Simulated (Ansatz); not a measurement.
HfS2: stationary points along a deformation path

Level of theory: Ansatz 0.2.0, DFT LDA, scalar-relativistic, plane waves, PAW. Settings: plane waves to 420 eV, k-mesh 9×9×6 (Γ-centred), Gaussian smearing 0.05 eV. Spin–orbit coupling is left out, which matters for the heavy elements here. No spin polarisation. Energies are free energies at this smearing, counted from the undisturbed cell; pressure is positive in compression.

The starting cell (as given, not relaxed at this level; it stands at -3.9 GPa):

```
Hf S
1.0
     3.63966    0.00000    0.00000
    -1.81983    3.15204    0.00000
     0.00000    0.00000    6.05556
Hf S
1 2
Direct
  0.00000 0.00000 0.00000
  0.66667 0.33333 0.76395
  0.33333 0.66667 0.23605
```

The cell holds layers and no dispersion correction was added, so their binding is poorly described.

At fixed volume and fractional coordinates, lengths along (0.000, 0.000, 1.000) are scaled against those across it; ρ is that ratio over its starting value. V = 23.157 Å³/atom. Δσ is the stress along the axis less the mean stress across it (compression positive).

| ρ | ΔE (meV/atom) | Δσ (GPa) | space group |
| --- | --- | --- | --- |
| 0.850 | 102.7 | 10.76 | P-3m1 |
| 0.920 | 35.2 | 6.82 | P-3m1 |
| 1.000 | 0.0 | 1.75 | P-3m1 |
| 1.100 | 16.3 | -5.63 | P-3m1 |
| 1.200 | 97.9 | -13.66 | P-3m1 |

Problem. How does the stress give the slope of the energy, and where is the energy stationary?

Solution. Along the path d ln(length) is 2/3 d ln ρ on the axis and −1/3 d ln ρ across it, so dE/d ln ρ = −(2/3) V Δσ: the energy falls with ρ where Δσ is positive. Δσ vanishes or changes sign between ρ = 1.000 and 1.100, a minimum (near 1.02 by linear interpolation). Pairs of stationary points between two samples would go unseen, and could change a minimum read from distant neighbours into a maximum.

Problem. Integrate that slope from ρ = 1 to 0.850 by the trapezoid rule.

Solution. With V/N in Å³ and 1 eV/Å³ = 160.2 GPa the slopes at ρ = 1.000, 0.920, 0.850 are -169, -658, -1037 meV/atom per unit of ln ρ. The steps add 34.5 + 67.1 = 101.5 meV/atom, against 102.7 from the energies; the trapezoid rule misses the curvature of the slope within each step.

Forces appear on the atoms along this scan, and letting them relax would lower the energy and soften the response. The gap closes along the scan, which can put kinks into the curve.